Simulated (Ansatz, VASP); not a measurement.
# One calculation of Re, two programs

Contents of INCAR:

```
SYSTEM = Re
PREC = Accurate
ENCUT = 600
EDIFF = 1E-6
ISMEAR = -1
SIGMA = 0.05
LREAL = .FALSE.
LASPH = .TRUE.
NELM = 100
ALGO = Normal
ISIF = 3
LWAVE = .FALSE.
LCHARG = .FALSE.
IBRION = 2
NSW = 100
EDIFFG = -0.01
```

The input KPOINTS:

```
Automatic mesh
0
G
  9 9 5
  0 0 0
```

POSCAR

```
Re
1.0
    2.7608000000      0.0000000000      0.0000000000
   -1.3804000000      2.3909229348      0.0000000000
    0.0000000000      0.0000000000      4.4582000000
Re
2
Direct
    0.3172891933      0.6622479367      0.2709512500
    0.6603296467      0.3299207933      0.7546265500
```

Input for Ansatz:

```yaml
crystal:
  lattice:
    - [2.7608, 0.0, 0.0]
    - [-1.3804, 2.3909229348, 0.0]
    - [0.0, 0.0, 4.4582]
  atoms:
    - { symbol: Re, position: [0.3172891933, 0.6622479367, 0.27095125] }
    - { symbol: Re, position: [0.6603296467, 0.3299207933, 0.75462655] }
kpoints:
  mp_grid: { grid: [9, 9, 5] }
scf:
  occupations: { method: fermi_dirac, width: 0.05 }
hamiltonian:
  xc: lda
  pseudopotentials: { kind: all_electron, lapw: { basis_error: 0.001 } }
output:
  forces: true
  stress: true
relax:
  f_tol: 0.01
  max_steps: 80
  cell: {}
```

Alike in both runs: task relaxation of cell and atoms; functional LDA; k mesh 9 × 9 × 5; occupations fermi-dirac, width 0.05 eV; no spin polarisation.

|  | VASP | Ansatz |
| --- | --- | --- |
| version | VASP 6.6.1 | Ansatz 0.2.0 |
| potentials or method | VASP PAW LDA potentials, release 64 (Re) | all-electron LAPW, scalar-relativistic |
| plane-wave cutoff (eV) | 600 | see its input |

|  | VASP | Ansatz | Ansatz less VASP |
| --- | --- | --- | --- |
| relaxed volume (Å³/atom) | 14.39 | 14.33 | -0.059 |
| relaxed cell length with the largest relative difference (Å) | 2.745 | 2.741 | -0.0040 |
| energy change over the relaxation (meV/atom) | -15 | -18 | -3.4 |

Ansatz ran all-electron here, so the differences hold the error of VASP's frozen core and of both bases.

The runs have no spin-orbit coupling, so splittings on Re are missing. LDA usually gives volumes a few per cent too small. Zero-point motion and thermal expansion aren't in these numbers.
